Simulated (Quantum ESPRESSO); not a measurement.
**SiC (Moissanite 6H): band structure with PBE**

Crystal: SiC (Moissanite 6H).

```
CELL_PARAMETERS angstrom
3.09500 0.00000 0.00000
-1.54750 2.68035 0.00000
0.00000 0.00000 15.17000
ATOMIC_POSITIONS crystal
Si 0.66667 0.33333 0.45830
Si 0.33333 0.66667 0.95830
Si 0.66667 0.33333 0.79170
Si 0.33333 0.66667 0.29170
Si 0.00000 0.00000 0.62500
Si 0.00000 0.00000 0.12500
C 0.66667 0.33333 0.33330
C 0.33333 0.66667 0.83330
C 0.66667 0.33333 0.66670
C 0.33333 0.66667 0.16670
C 0.00000 0.00000 0.50000
C 0.00000 0.00000 0.00000
```

```json
{
 "Program": "Quantum ESPRESSO 7.5",
 "Task": "band structure",
 "Functional": "PBE",
 "Potentials or basis": "JTH 2.0 PBE",
 "Cutoff": "490 eV",
 "Density cutoff": "2939 eV",
 "k mesh": "10 × 10 × 2",
 "Occupations": "fermi-dirac, width 0.05 eV",
 "Spin": "no spin polarisation",
 "Mixing beta": "0.5",
 "Most SCF iterations": "120",
 "SCF threshold": "2.4e-09 Ry"
}
```

The largest force is 0.145 eV/Å, the band gap on the k mesh is 2.03 eV, indirect (least direct gap 3.14 eV) and the band gap along the path is 2.03 eV, indirect (least direct gap 3.14 eV).

Forces in eV/Å, atoms in the order of the input:
```
Si   0.000  0.000  0.054
Si   0.000  0.000  0.054
Si   0.000  0.000  0.024
Si   0.000  0.000  0.024
Si   0.000  0.000  0.044
Si   0.000  0.000  0.044
C    0.000  0.000 -0.009
C    0.000  0.000 -0.009
C    0.000  0.000  0.031
C    0.000  0.000  0.031
C    0.000  0.000 -0.145
C    0.000  0.000 -0.145
```

Levels at the corners of the path, in eV from the valence-band top:
| point | band 21 | band 22 | band 23 | band 24 | band 25 | band 26 | band 27 | band 28 |
| --- | --- | --- | --- | --- | --- | --- | --- | --- |
| Γ | -0.30 | -0.05 | 0.00 | 0.00 | 5.03 | 5.19 | 5.60 | 6.09 |
| M | -1.82 | -1.79 | -1.68 | -1.11 | 2.03 | 2.21 | 3.19 | 3.88 |
| K | -3.15 | -2.23 | -2.08 | -2.08 | 3.48 | 3.48 | 3.76 | 5.08 |
| Γ | -0.30 | -0.05 | 0.00 | 0.00 | 5.03 | 5.19 | 5.60 | 6.09 |
| A | -0.10 | -0.10 | -0.10 | -0.10 | 5.09 | 5.09 | 5.83 | 5.83 |
| L | -1.73 | -1.73 | -1.31 | -1.31 | 2.07 | 2.07 | 3.41 | 3.41 |
| H | -2.64 | -2.64 | -2.27 | -2.27 | 3.67 | 3.67 | 4.34 | 4.34 |
| A | -0.10 | -0.10 | -0.10 | -0.10 | 5.09 | 5.09 | 5.83 | 5.83 |
| L | -1.73 | -1.73 | -1.31 | -1.31 | 2.07 | 2.07 | 3.41 | 3.41 |
| M | -1.82 | -1.79 | -1.68 | -1.11 | 2.03 | 2.21 | 3.19 | 3.88 |
| K | -3.15 | -2.23 | -2.08 | -2.08 | 3.48 | 3.48 | 3.76 | 5.08 |
| H | -2.64 | -2.64 | -2.27 | -2.27 | 3.67 | 3.67 | 4.34 | 4.34 |

It took 8.5 min on 1 thread of Arm Neoverse V1, with other jobs on the host, peak memory 0.14 GiB.

Caveat: some levels on the path didn't converge. PBE gaps usually lie below the measured ones, often by a third to a half.
